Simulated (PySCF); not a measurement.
Level of theory: core-valence-separated Tamm–Dancoff BHandHLYP/aug-pcX-1 (pcseg-1 on H) in PySCF, non-relativistic, gas phase, PBE0-D3(BJ)/def2-SVP geometry. BHandHLYP without relativity tends to put these K edges a few eV too low, so spacings mean more than positions.

Main lines of an unknown, eV (oscillator strength): C K: 285.5 (0.011), 286.2 (0.056), 286.6 (0.043), 286.9 (0.061), 287.1 (0.012); O K: 533.0 (0.038), 533.5 (0.042), 535.5 (0.008), 535.8 (0.005). Listed: the first five lines at most of each edge with a tenth or more of its strongest line's intensity; roots within 0.03 eV on the same or equivalent atoms are summed. Only the lowest roots were sought, and the top ones are left out.

Question: Which candidate gives them?
A. `C=COC`
B. `CCC=O`
C. `C[C@@H]1CO1`

Answer: C. 

- `C[C@@H]1CO1`: C K: 285.5 (0.011), 286.2 (0.056), 286.6 (0.043), 286.9 (0.061), 287.1 (0.012); O K: 533.0 (0.038), 533.5 (0.042), 535.5 (0.008), 535.8 (0.005). First C line listed at 285.5 eV, hole on the methyl carbon; first O line listed at 533.0 eV, hole on the epoxide oxygen.
- `CCC=O`: C K: 283.2 (0.080), 285.5 (0.008), 285.7 (0.018), 286.2 (0.021), 286.3 (0.010); O K: 528.5 (0.053). First C line listed at 283.2 eV, hole on the aldehyde carbon (1s→π*); first O line listed at 528.5 eV, hole on the aldehyde oxygen (1s→π*).
- `C=COC`: C K: 283.1 (0.053), 284.4 (0.073), 285.5 (0.009), 285.8 (0.020), 286.8 (0.009); O K: 533.7 (0.017), 534.3 (0.015), 534.7 (0.005), 535.5 (0.003), 536.4 (0.003). First C line listed at 283.1 eV, hole on the terminal =CH2 carbon (1s→π*); first O line listed at 533.7 eV, hole on the ether oxygen.

One conformer each; other structures than these candidates weren't tested.
